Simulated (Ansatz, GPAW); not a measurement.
This is a calculation of KF (Carobbiite) for Ansatz 0.2.0. 

input.yaml

```yaml
crystal:
  lattice:
    - [0.0, 2.67185, 2.67185]
    - [2.67185, 0.0, 2.67185]
    - [2.67185, 2.67185, 0.0]
  atoms:
    - { symbol: K, position: [0.0, 0.0, 0.0] }
    - { symbol: F, position: [0.5, 0.5, 0.5] }
kpoints:
  mp_grid: { grid: [9, 9, 9] }
scf:
  occupations: { method: gaussian, width: 0.02 }
hamiltonian:
  xc: rpbe
  pseudopotentials: { kind: all_electron, lapw: { basis_error: 0.001 } }
output:
  forces: true
  stress: true
  eigenvalues: true
```

Potentials or basis: all-electron LAPW, scalar-relativistic.

Command:

```bash
$ ansatz run input.yaml --threads 1 --pin off --max-ram 3072MiB --backend cpu --events-out ev --progress --plain --runs-dir out
```

Q: Translate it to GPAW 26.7.0 (ASE script). Potentials or basis there: the program's PAW data sets (release 1.2.1) made for this functional, cutoff 800 eV.

A: As run (cutoffs and basis follow the program's own potentials, and thresholds, step limits or extra output files can differ):

Contents of run.py:

```python
from ase.dft.bandgap import bandgap
from ase.io import read, write
from ase.units import Bohr, GPa
from gpaw import GPAW, PW
from gpaw.elf import elf_from_dft_calculation

atoms = read('POSCAR')

calc = GPAW(mode=PW(800),
            xc='RPBE',
            kpts={'size': (9, 9, 9), 'gamma': True},
            occupations={'name': 'methfessel-paxton', 'order': 0, 'width': 0.02},
            nbands=16,
            convergence={'density': 1e-05, 'energy': 1e-05},
            maxiter=150,
            txt='gpaw.txt')
atoms.calc = calc
energy = atoms.get_potential_energy()
forces = atoms.get_forces()
stress = atoms.get_stress()
calc.write('gs.gpw')
write('result.traj', atoms)
print(f'Energy: {energy:.6f} eV')
print('Forces (eV/A):')
print(forces.round(4))
print('Stress (GPa):', (stress / GPa).round(3))
print('Fermi level:', round(calc.get_fermi_level(), 4), 'eV')
print(f'Gap: {bandgap(calc)[0]:.4f} eV, direct: {bandgap(calc, direct=True)[0]:.4f} eV')

# fields on the real-space grid
write('density.cube', atoms, data=calc.get_pseudo_density() * Bohr**3)
write('potential.cube', atoms, data=calc.get_electrostatic_potential())
write('elf.cube', atoms, data=elf_from_dft_calculation(calc).data)
```

File POSCAR:

```
KF
1.0
    0.0000000000      2.6718500000      2.6718500000
    2.6718500000      0.0000000000      2.6718500000
    2.6718500000      2.6718500000      0.0000000000
K F
1 1
Direct
    0.0000000000      0.0000000000      0.0000000000
    0.5000000000      0.5000000000      0.5000000000
```

Potentials or basis: the program's PAW data sets (release 1.2.1) made for this functional, pw.

Run with:

```console
$ OMP_NUM_THREADS=1 python run.py
```

Both were run:

|  | Ansatz | GPAW |
| --- | --- | --- |
| Pressure | 4.1 GPa | 3.3 GPa |

Where Ansatz's input types no cutoff or centring, it takes its own default and a Γ-centred mesh.

Pressure is positive in compression.
